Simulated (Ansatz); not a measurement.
Reactions of `FC(F)(F)CC(Cl)Cl`.

Isolated molecules relaxed with PBE0-D4/def2-TZVP in Ansatz; ΔE leaves out vibrations. CCSD(T)/CBS adds triple-zeta CCSD(T) − MP2 to the extrapolated MP2 energy (def2 sets, frozen cores). This one scheme is used for every species, atoms too. DFT in def2-TZVPP. Open shells (•) are unrestricted, without spin–orbit coupling. Spin–orbit coupling would lower the free atoms: a little for C, Cl, F. Elements past krypton have def2 core potentials. For In, Sn outer-core shells are correlated without core-valence functions, so the limit isn't a true one: a few kJ/mol of doubt a bond, and 10 to 20 or more in all where bonds break to atoms. Each species was taken in one conformer, which may not be the lowest.

```json
{"reaction": "`FC(F)(F)CC(Cl)Cl` + HCl → `ClCC(Cl)Cl` + `FC(F)F`", "CCSD/CBS(def2) (kJ/mol)": "39", "PBE-D4 (kJ/mol)": "33", "CCSD(T)/CBS(def2) (kJ/mol)": "38"}
{"reaction": "`FC(F)(F)CC(Cl)Cl` + `[InH3]` → `Cl[CH](Cl)[InH2]` + `CC(F)(F)F`", "CCSD/CBS(def2) (kJ/mol)": "-38", "PBE-D4 (kJ/mol)": "-34", "CCSD(T)/CBS(def2) (kJ/mol)": "-39"}
{"reaction": "`FC(F)(F)CC(Cl)Cl` + H₂ → `CC(Cl)Cl` + `FC(F)F`", "CCSD/CBS(def2) (kJ/mol)": "-58", "PBE-D4 (kJ/mol)": "-52", "CCSD(T)/CBS(def2) (kJ/mol)": "-52"}
{"reaction": "`FC(F)(F)CC(Cl)Cl` → `Cl[C]Cl` + `CC(F)(F)F`", "CCSD/CBS(def2) (kJ/mol)": "293", "PBE-D4 (kJ/mol)": "279", "CCSD(T)/CBS(def2) (kJ/mol)": "291"}
{"reaction": "`FC(F)(F)CC(Cl)Cl` → 3 C• + 2 Cl• + 3 F• + 3 H•", "CCSD/CBS(def2) (kJ/mol)": "4116", "PBE-D4 (kJ/mol)": "4392", "CCSD(T)/CBS(def2) (kJ/mol)": "4208"}
{"reaction": "`FC(F)(F)CC(Cl)Cl` + `OBCl` → `FC(F)(F)COBCl` + `ClCCl`", "CCSD/CBS(def2) (kJ/mol)": "61", "PBE-D4 (kJ/mol)": "60", "CCSD(T)/CBS(def2) (kJ/mol)": "64"}
{"reaction": "`FC(F)(F)CC(Cl)Cl` → `FC(F)(F)C(Cl)Cl` + `[CH2]` (triplet)", "CCSD/CBS(def2) (kJ/mol)": "451", "PBE-D4 (kJ/mol)": "466", "CCSD(T)/CBS(def2) (kJ/mol)": "463"}
{"reaction": "`FC(F)(F)CC(Cl)Cl` + `[OH][SnH]([F])[F]` → `[F][SnH]([F])[O]C(F)(F)F` + `CC(Cl)Cl`", "CCSD/CBS(def2) (kJ/mol)": "-5", "PBE-D4 (kJ/mol)": "-6", "CCSD(T)/CBS(def2) (kJ/mol)": "-4"}
{"reaction": "`FC(F)(F)CC(Cl)Cl` + H₂O → `OCC(F)(F)F` + `ClCCl`", "CCSD/CBS(def2) (kJ/mol)": "53", "PBE-D4 (kJ/mol)": "47", "CCSD(T)/CBS(def2) (kJ/mol)": "57"}
{"reaction": "`FC(F)(F)CC(Cl)Cl` + `[SnH4]` → `F[C](F)(F)[SnH3]` + `CC(Cl)Cl`", "CCSD/CBS(def2) (kJ/mol)": "11", "PBE-D4 (kJ/mol)": "3", "CCSD(T)/CBS(def2) (kJ/mol)": "10"}
```

Largest T1 diagnostic: 0.020, for `Cl[C]Cl`.
